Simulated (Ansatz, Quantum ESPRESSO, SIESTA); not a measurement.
One calculation of Mg, 4 ways

```xyz
4
Lattice="3.1768 0.0000 0.0000 -1.5884 2.7512 0.0000 0.0000 0.0000 10.3189" Properties=species:S:1:pos:R:3 pbc="T T T"
Mg    1.5884    0.9171    7.7391
Mg    0.0000    0.0000    5.1594
Mg    0.0000    1.8341    2.5797
Mg    0.0000    0.0000    0.0000
```

Alike in all runs: task band structure; functional PBEsol; k mesh 10 × 10 × 3; occupations fermi-dirac, width 0.05 eV; no spin polarisation; no spin-orbit coupling. Pressure is positive in compression and, in plane waves, holds the error of the finite cutoff, which Ansatz's Pulay term estimates and takes out.

```
                                                                                      program and potentials  plane-wave cutoff (eV)                                                  notes  pressure (GPa)
SIESTA, files PseudoDojo sr-pbesol-0.4.1-standard, DZP (energy shift 0.003 Ry; two zetas on semicore shells)                       -  atomic basis; 10 valence electrons an atom on average            1.76
                                                                           Quantum ESPRESSO, GBRV 1.5 PBEsol                     612                10 valence electrons an atom on average            0.07
                                                              Ansatz, all-electron LAPW, scalar-relativistic                       -                                                      -            0.16
                                                                   Ansatz, PAW datasets made for the crystal                     100                 2 valence electrons an atom on average            0.15
```

The pressure spans 0.07 (Quantum ESPRESSO, GBRV 1.5 PBEsol) to 1.76 GPa (SIESTA, files PseudoDojo sr-pbesol-0.4.1-standard, DZP (energy shift 0.003 Ry; two zetas on semicore shells)), with all-electron results at 0.16. The pressure on the cell as given of SIESTA, files PseudoDojo sr-pbesol-0.4.1-standard, DZP (energy shift 0.003 Ry; two zetas on semicore shells) lies far from the others; the cause wasn't traced. Rows in atomic bases carry the error of their basis and grid, which can be large.

Differences between rows come from potentials, basis sets and numerical settings, since the functional is the same but for its coding. Runs on potential files found faulty are left out.
